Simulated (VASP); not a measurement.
**As: single point with PBE**

The system is As.

```
As
1.0
     2.65110    0.00000    0.00000
     0.00000    2.65110    0.00000
     0.00000    0.00000    2.65110
As
1
Direct
  0.50000 0.50000 0.50000
```

The cell isn't the ideal one: strained and moved within the space group.

```json
{
  "Program": "VASP 6.6.1",
  "Task": "single point",
  "Functional": "PBE",
  "Potentials or basis": "VASP PAW PBE potentials, release 64 (As)",
  "Cutoff": "520 eV",
  "k mesh": "16 × 16 × 16",
  "Occupations": "gaussian, width 0.1 eV",
  "Spin": "no spin polarisation",
  "Dipole correction": "no",
  "Further INCAR settings": "ALGO = Normal; EDIFF = 1e-06; NBANDS = 8"
}
```

| Item | Value |
| --- | --- |
| Pressure | 8.6 GPa |
| Band gap on the k mesh | none (metal or under the smearing width) |

Levels at points of the mesh, in eV from the Fermi level:
```tsv
k point	band 1	band 2	band 3	band 4	band 5	band 6
(0.00, 0.00, 0.00)	-15.55	4.37	4.37	4.37	8.53	8.53
(0.50, 0.00, 0.00)	-12.14	-7.44	6.89	6.89	11.35	14.46
(0.50, 0.50, 0.00)	-8.54	-4.59	-4.59	2.22	9.29	17.15
(0.50, 0.50, 0.50)	-4.49	-1.96	-1.96	-1.96	5.82	5.82
```

It took 20 s on 1 thread of AMD EPYC 7R43 64-Core Processor (Zen 3) (shared host), peak memory 0.1 GiB.
